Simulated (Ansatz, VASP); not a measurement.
**B in VASP and in Ansatz**

POSCAR

```
B
1.0
    1.8852400000      0.0000000000      0.0000000000
    0.0000000000      1.8852400000      0.0000000000
    0.0000000000      0.0000000000      1.8852400000
B
1
Direct
    0.5000000000      0.5000000000      0.5000000000
```

Contents of INCAR.step1:

```
PREC = Accurate
ENCUT = 520
EDIFF = 1E-5
ISMEAR = -1
SIGMA = 0.05
LREAL = F
LASPH = T
NELM = 100
ALGO = Normal
ISIF = 2
LWAVE = T
LCHARG = F
GGA = PE
```

Contents of INCAR.step2:

```
PREC = Accurate
ENCUT = 520
EDIFF = 1E-7
ISMEAR = -1
SIGMA = 0.05
LREAL = F
LASPH = T
NELM = 100
ALGO = Normal
ISIF = 2
LWAVE = F
LCHARG = F
GGA = PE
LHFCALC = T
HFSCREEN = 0.2
AEXX = 0.25
PRECFOCK = Fast
ISTART = 1
```

Contents of KPOINTS:

```
regular mesh
0
Gamma
  7 7 7
```

The input input.yaml:

```yaml
crystal:
  lattice:
    - [1.88524, 0.0, 0.0]
    - [0.0, 1.88524, 0.0]
    - [0.0, 0.0, 1.88524]
  atoms:
    - { symbol: B, position: [0.5, 0.5, 0.5] }
hamiltonian:
  xc: { exchange: pbe, correlation: pbe, exx: { coeff: 0.25, omega: 0.2 } }
  pseudopotentials: { kind: paw }
kpoints:
  mp_grid: { grid: [7, 7, 7] }
scf:
  occupations: { method: fermi_dirac, width: 0.05 }
output:
  forces: true
  stress: true
  eigenvalues: true
```

The cell was built by a generator and needn't be a form met in nature.

Alike in both runs: task single point; functional HSE(alpha, omega); k mesh 7 × 7 × 7; occupations fermi-dirac, width 0.05 eV; no spin polarisation.

|  | VASP | Ansatz |
| --- | --- | --- |
| version | VASP 6.6.1 | Ansatz 0.2.0 |
| potentials or method | VASP PAW PBE potentials, release 64 (B) | Ansatz PAW |
| plane-wave cutoff (eV) | 520 | 420 |
| valence electrons in the cell | 3 | 3 |

Ansatz gave:

| Item | Value |
| --- | --- |
| gap on the k mesh at the Fermi level (eV) | none |
| pressure (GPa) | -4.5 |

Which values does VASP return?

gap on the k mesh at the Fermi level (eV): none; pressure (GPa): -4.6.

A gap of «none» marks a metal or a gap that the smearing closes. With one functional, cell and mesh, what is left measures potentials, basis and numerics.

Caveats: the k mesh is coarse (spacing up to 0.48 Å⁻¹), so the values aren't converged, least of all with exact exchange; the PAW data sets were made with another functional, which shifts forces and pressure a little (VASP); the PAW data sets come from PBE, with cores solved anew for the run's functional, which leaves a small shift of forces and pressure (Ansatz); the thresholds are loose for stress (Ansatz).
